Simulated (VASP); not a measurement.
# LiH (Fm-3m) in VASP: notebook

The runs below take LiH through relaxation of cell and atoms, with PBEsol.

Everything below comes from runs of VASP 6.6.1. Logs are shortened: lines on timing, memory, paths and dates and some standing lists are left out, and cuts for length are marked.

**1. The structure**

Symmetry: Fm-3m, No. 225, cubic system. The conventional cell has a = 3.972 Å, b = 3.972 Å, c = 3.972 Å, α = 90.00°, β = 90.00°, γ = 90.00°. Li (site symmetry m-3m) has 6 H at 1.99 Å as nearest neighbours. H (site symmetry m-3m) is surrounded by 6 Li at 1.99 Å.

**2. Relaxation of cell and atoms, PBEsol**

Input file INCAR:

```
SYSTEM = LiH
  PREC = Accurate
  ENCUT = 600
  EDIFF = 1E-7
  ISMEAR = 0
  SIGMA = 0.03
  LREAL = .False.
  LASPH = .True.
  NELM = 80
  ALGO = Normal
  ISIF = 3
  LWAVE = .False.
  LCHARG = .False.
  GGA = PS
  IBRION = 2
  NSW = 90
  EDIFFG = -0.005
  KPAR = 4
```

Input file KPOINTS:

```
regular mesh
0
Gamma
  12 12 12
  0 0 0
```

Input file POSCAR:

```
LiH                                     
1.0
   -0.0000000000      1.9860246737      1.9860246737
    1.9860246737     -0.0000000000      1.9860246737
    1.9860246737      1.9860246737      0.0000000000
  Li              H             
     1     1
Direct
     0.0000000000000000    0.0000000000000000    0.0000000000000000
     0.5000000000000000    0.5000000000000000    0.5000000000000000
```

Potentials or basis: VASP PAW PBE potentials, release 64 (Li_sv, H).

Launch:

```bash
$ cat potpaw_PBE.64/Li_sv/POTCAR potpaw_PBE.64/H/POTCAR > POTCAR
$ mpirun -np 4 vasp_std > vasp.out
```

OUTCAR:

```text
SYSTEM = LiH
   PREC = Accurate
   ENCUT = 600
   EDIFF = 1E-7
   ISMEAR = 0
   LREAL = .False.
   LASPH = .True.
   NELM = 80
   ISIF = 3
   GGA = PS
   IBRION = 2
   NSW = 90
   EDIFFG = -0.005

 ion  position               nearest neighbor table
   1  0.000  0.000  0.000-
   2  0.500  0.500  0.500-

  LATTYP: Found a face centered cubic cell.
 ALAT       =     3.9720493474

  Lattice vectors:

 A1 = (   0.0000000000,   1.9860246737,   1.9860246737)
 A2 = (   1.9860246737,   0.0000000000,   1.9860246737)
 A3 = (   1.9860246737,   1.9860246737,   0.0000000000)

Analysis of symmetry for initial positions (statically):
=====================================================================
 Subroutine PRICEL returns:
 Original cell was already a primitive cell.

 Routine SETGRP: Setting up the symmetry group for a
 face centered cubic supercell.

 Subroutine GETGRP returns: Found 48 space group operations
 (whereof 48 operations were pure point group operations)
 out of a pool of 48 trial point group operations.

The static configuration has the point symmetry O_h .

Analysis of symmetry for dynamics (positions and initial velocities):
=====================================================================
 Subroutine PRICEL returns:
 Original cell was already a primitive cell.

 Routine SETGRP: Setting up the symmetry group for a
 face centered cubic supercell.

 Subroutine GETGRP returns: Found 48 space group operations
 (whereof 48 operations were pure point group operations)
 out of a pool of 48 trial point group operations.

The dynamic configuration has the point symmetry O_h .

 Subroutine INISYM returns: Found 48 space group operations
 (whereof 48 operations are pure point group operations),
 and found     1 'primitive' translations

----------------------------------------------------------------------------------------

                                     Primitive cell

  volume of cell :      15.6669

  direct lattice vectors                    reciprocal lattice vectors
     0.000000000  1.986024674  1.986024674    -0.251759209  0.251759209  0.251759209
     1.986024674  0.000000000  1.986024674     0.251759209 -0.251759209  0.251759209
     1.986024674  1.986024674  0.000000000     0.251759209  0.251759209 -0.251759209

  length of vectors
     2.808663029  2.808663029  2.808663029     0.436059740  0.436059740  0.436059740

  position of ions in fractional coordinates (direct lattice)
     0.000000000  0.000000000  0.000000000
     0.500000000  0.500000000  0.500000000

  ion indices of the primitive-cell ions
   primitive index   ion index
                 1           1
                 2           2

----------------------------------------------------------------------------------------

 KPOINTS: regular mesh

Automatic generation of k-mesh.
 Grid dimensions read from file:
 generate k-points for:   12   12   12

 Generating k-lattice:

  Cartesian coordinates                     Fractional coordinates (reciprocal lattice)
    -0.020979934  0.020979934  0.020979934     0.083333333  0.000000000  0.000000000
     0.020979934 -0.020979934  0.020979934     0.000000000  0.083333333  0.000000000
     0.020979934  0.020979934 -0.020979934     0.000000000  0.000000000  0.083333333

  Length of vectors
     0.036338312  0.036338312  0.036338312

  Shift w.r.t. Gamma in fractional coordinates (k-lattice)
     0.000000000  0.000000000  0.000000000

 Subroutine IBZKPT returns following result:
 ===========================================

 Found     72 irreducible k-points:

 Following reciprocal coordinates:
            Coordinates               Weight
  0.000000  0.000000  0.000000      1.000000
  0.083333  0.000000  0.000000      8.000000
  0.166667  0.000000  0.000000      8.000000
  0.250000  0.000000  0.000000      8.000000
  0.333333  0.000000  0.000000      8.000000
  0.416667  0.000000  0.000000      8.000000
[... 16 lines left out ...]
  0.500000  0.166667  0.000000     24.000000
 -0.416667  0.166667  0.000000     24.000000
 [... further k-points ...]
   k-points           NKPTS =     72   k-points in BZ     NKDIM =     72   number of bands    NBANDS=      6
   number of dos      NEDOS =    301   number of ions     NIONS =      2
   total plane-waves  NPLWV =  13824
   dimension x,y,z NGX =    24 NGY =   24 NGZ =   24
   dimension x,y,z NGXF=    48 NGYF=   48 NGZF=   48
   ions per type =               1   1
   NGX,Y,Z   is equivalent  to a cutoff of  14.21, 14.21, 14.21 a.u.
   NGXF,Y,Z  is equivalent  to a cutoff of  28.41, 28.41, 28.41 a.u.
 SYSTEM =  LiH
   PREC   = accura    normal or accurate (medium, high low for compatibility)
   ISTART =      0    job   : 0-new  1-cont  2-samecut
   ICHARG =      2    charge: 1-file 2-atom 10-const
   ISPIN  =      1    spin polarized calculation?
   LNONCOLLINEAR =      F non collinear calculations
   LSORBIT =      F    spin-orbit coupling
   LASPH  =      T    aspherical Exc in radial PAW
   ENCUT  =  600.0 eV  44.10 Ry    6.64 a.u.   5.61  5.61  5.61*2*pi/ulx,y,z
   NELM   =     80;   NELMIN=  2; NELMDL= -5     # of ELM steps
   EDIFF  = 0.1E-06   stopping-criterion for ELM
   LREAL  =      F    real-space projection
   EDIFFG = -.5E-02   stopping-criterion for IOM
   NSW    =     90    number of steps for IOM
   IBRION =      2    ionic relax: 0-MD 1-quasi-New 2-CG
   NFREE  =      1    steps in history (QN), initial steepest desc. (CG)
   ISIF   =      3    stress and relaxation
   ISYM   =      2    0-nonsym 1-usesym 2-fastsym
   POTIM  = 0.5000    time-step for ionic-motion
   TEBEG  =    0.0;   TEEND  =   0.0 temperature during run
   PSTRESS=    0.0 pullay stress
   NELECT =       4.0000    total number of electrons
   NUPDOWN=      -1.0000    fix difference up-down
   EMIN   =  10.00;   EMAX   =-10.00  energy-range for DOS
   EFERMI =   0.00;   METHOD = LEGACY
   ISMEAR =     0;   SIGMA  =   0.03  broadening in eV -4-tet -1-fermi 0-gaus
   EFERMI_NEDOS =   21; number of points for ismear=-14 and -15
   IALGO  =     38    algorithm
   IMIX   =      4    mixing-type and parameters
     AMIX     =   0.40;   BMIX     =  1.00
     AMIX_MAG =   1.60;   BMIX_MAG =  1.00
  volume/ion in A,a.u.               =       7.83        52.86
  Fermi-wavevector in a.u.,A,eV,Ry     =   1.038565  1.962603 14.675468  1.078616
  Thomas-Fermi vector in A             =   2.173055
   LORBIT       =      0    0 simple, 1 ext, 2 COOP (PROOUT), +10 PAW based schemes
   GGA     = PS    functional components
   LHFCALC =     F    Hartree Fock is set to
   AEXX    =    0.0000 exact exchange contribution
   IVDW    =     0    specifies the selected vdW correction
   LEPSILON=     F    determine dielectric tensor
   LRPA    =     F    only Hartree local field effects (RPA)
 conjugate gradient relaxation of ions
 non-spin polarized calculation
 Gauss-broadening in eV      SIGMA  =   0.03
  energy-cutoff  :      600.00
  volume of cell :       15.67
 maximum number of plane-waves:       544
   NGX = 11   NGY = 11   NGZ = 11

 number of electron       3.9999998 magnetization

 Free energy of the ion-electron system (eV)
  ---------------------------------------------------
  ext. energy  EPLUGINS =         0.00000000
  ---------------------------------------------------
  free energy    TOTEN  =        -6.12125642 eV

  energy without entropy =       -6.12125642  energy(sigma->0) =       -6.12125642

 E-fermi :   0.4327     XC(G=0):  -8.7007

 val. band max:        0.2870444309   @ k =   0.5000   0.5000   0.0000
 cond. band min:       3.0101698258   @ k =   0.5000   0.5000   0.0000
 fundamental gap:      2.7231253949
 Fermi energy:         0.4327477846

 k-point     1 :       0.0000    0.0000    0.0000
  band No.  band energies     occupation
      1     -43.3904      2.00000
      2      -5.3612      2.00000
      3      16.7391      0.00000
      4      18.2891      0.00000
      5      18.2891      0.00000
      6      18.2892      0.00000

 k-point     2 :       0.0833    0.0000    0.0000
  band No.  band energies     occupation
      1     -43.3867      2.00000
      2      -5.2370      2.00000
      3      15.5759      0.00000
      4      17.5687      0.00000
      5      17.9877      0.00000
      6      17.9878      0.00000

 k-point     3 :       0.1667    0.0000    0.0000
  band No.  band energies     occupation
      1     -43.3766      2.00000
      2      -4.8696      2.00000
      3      12.8479      0.00000
      4      16.5100      0.00000
      5      17.4283      0.00000
      6      17.4283      0.00000

 k-point     4 :       0.2500    0.0000    0.0000
  band No.  band energies     occupation
      1     -43.3626      2.00000
      2      -4.2820      2.00000
      3       9.9861      0.00000
      4      15.5313      0.00000
      5      16.9850      0.00000
      6      16.9850      0.00000

 k-point     5 :       0.3333    0.0000    0.0000
  band No.  band energies     occupation
      1     -43.3488      2.00000
      2      -3.5413      2.00000
      3       7.5162      0.00000
      4      14.7527      0.00000
      5      16.7768      0.00000
      6      16.7768      0.00000

 k-point     6 :       0.4167    0.0000    0.0000
  band No.  band energies     occupation
      1     -43.3386      2.00000
      2      -2.8257      2.00000
      3       5.7364      0.00000
      4      14.2584      0.00000
      5      16.7785      0.00000
      6      16.7786      0.00000

 k-point     7 :       0.5000    0.0000    0.0000
  band No.  band energies     occupation
      1     -43.3352      2.00000
      2      -2.4991      2.00000
      3       5.0507      0.00000
      4      14.0894      0.00000
      5      16.8278      0.00000
      6      16.8278      0.00000

 k-point     8 :       0.0833    0.0833    0.0000
  band No.  band energies     occupation
      1     -43.3854      2.00000
      2      -5.1942      2.00000
      3      15.7218      0.00000
      4      16.9947      0.00000
      5      16.9947      0.00000
      6      18.9839      0.00000
[... 91 lines left out ...]
 k-point    19 :       0.1667    0.1667    0.0000
  band No.  band energies     occupation
      1     -43.3720      2.00000
      2      -4.6836      2.00000
      3      13.6997      0.00000
      4      15.0022      0.00000
      5      15.0023      0.00000
      6      18.3557      0.00000

 k-point    20 :       0.2500    0.1667    0.0000
  band No.  band energies     occupation
      1     -43.3616      2.00000
      2      -4.2192      2.00000
      3      11.6639      0.00000
      4      13.7357      0.00000
      5      14.2245      0.00000
      6      18.2264      0.00000

 k-point    21 :       0.3333    0.1667    0.0000
  band No.  band energies     occupation
      1     -43.3491      2.00000
      2      -3.5419      2.00000
      3       9.1155      0.00000
      4      12.4651      0.00000
      5      13.8028      0.00000
      6      17.6276      0.00000

 k-point    22 :       0.4167    0.1667    0.0000
  band No.  band energies     occupation
      1     -43.3378      2.00000
      2      -2.7445      2.00000
      3       6.8883      0.00000
      4      11.4816      0.00000
      5      13.7496      0.00000
      6      16.9857      0.00000

 k-point    23 :       0.5000    0.1667    0.0000
  band No.  band energies     occupation
      1     -43.3308      2.00000
      2      -2.0761      2.00000
      3       5.4288      0.00000
      4      10.8124      0.00000
      5      14.0676      0.00000
      6      16.4674      0.00000

 k-point    24 :      -0.4167    0.1667    0.0000
  band No.  band energies     occupation
      1     -43.3299      2.00000
      2      -1.9742      2.00000
      3       5.2316      0.00000
      4      10.4620      0.00000
      5      14.7517      0.00000
      6      16.1613      0.00000

 [... further k-points ...]

------------------------ aborting loop because EDIFF is reached ----------------------------------------

  FORCE on cell =-STRESS in cart. coord.  units (eV):
  Direction    XX          YY          ZZ          XY          YZ          ZX
  --------------------------------------------------------------------------------------
  -------------------------------------------------------------------------------------
  Total        0.0072797      0.0072797      0.0072797     -0.0000000     -0.0000000      0.0000000
  in kB        0.7444555      0.7444555      0.7444555     -0.0000000     -0.0000000      0.0000000
  external PRESSURE =       0.7444555 kB  Pullay stress =       0.0000000 kB

 VOLUME and BASIS-vectors are now :
 -----------------------------------------------------------------------------
  energy-cutoff  :      600.00
  volume of cell :       15.67
      direct lattice vectors                 reciprocal lattice vectors
     0.000000000  1.986024674  1.986024674    -0.251759209  0.251759209  0.251759209
     1.986024674  0.000000000  1.986024674     0.251759209 -0.251759209  0.251759209
     1.986024674  1.986024674  0.000000000     0.251759209  0.251759209 -0.251759209

 POSITION                                       TOTAL-FORCE (eV/Angst)
 -----------------------------------------------------------------------------------
      0.00000      0.00000      0.00000        -0.000000     -0.000000      0.000000
      1.98602      1.98602      1.98602         0.000000      0.000000      0.000000
 -----------------------------------------------------------------------------------
    total drift:                                0.000000     -0.000000     -0.000000

  FREE ENERGIE OF THE ION-ELECTRON SYSTEM (eV)
  ---------------------------------------------------
  free  energy   TOTEN  =        -6.1212564186 eV

  energy  without entropy=       -6.1212564186  energy(sigma->0) =       -6.12125642

 reached required accuracy - stopping structural energy minimisation
```

It took 5.9 s on 4 MPI ranks of Intel Xeon Platinum 8488C (Sapphire Rapids), shared host; peak memory 0.12 GiB.

What came out:

* Free energy: -6.1213 eV
* Pressure after relaxing: 0.1 GPa
* Band gap on the k mesh: 2.72 eV, direct

Final structure:
```cif
data_structure
_symmetry_space_group_name_H-M 'P 1'
_symmetry_Int_Tables_number 1
_cell_length_a 2.8087
_cell_length_b 2.8087
_cell_length_c 2.8087
_cell_angle_alpha 60.000
_cell_angle_beta 60.000
_cell_angle_gamma 60.000
_cell_volume 15.67
loop_
_atom_site_label
_atom_site_type_symbol
_atom_site_fract_x
_atom_site_fract_y
_atom_site_fract_z
_atom_site_occupancy
Li1 Li 0.00000 0.00000 0.00000 1
H1 H 0.50000 0.50000 0.50000 1
```

Caveat: the cutoff is under 1.25 times the usual one of these potentials, so pressure, stress and relaxed cells hold a basis-set (Pulay) error; the relaxation stopped at its first step, so nothing moved; the PAW data sets were made with another functional, which shifts forces and pressure a little.

(Part 1 of 2 ends here.)
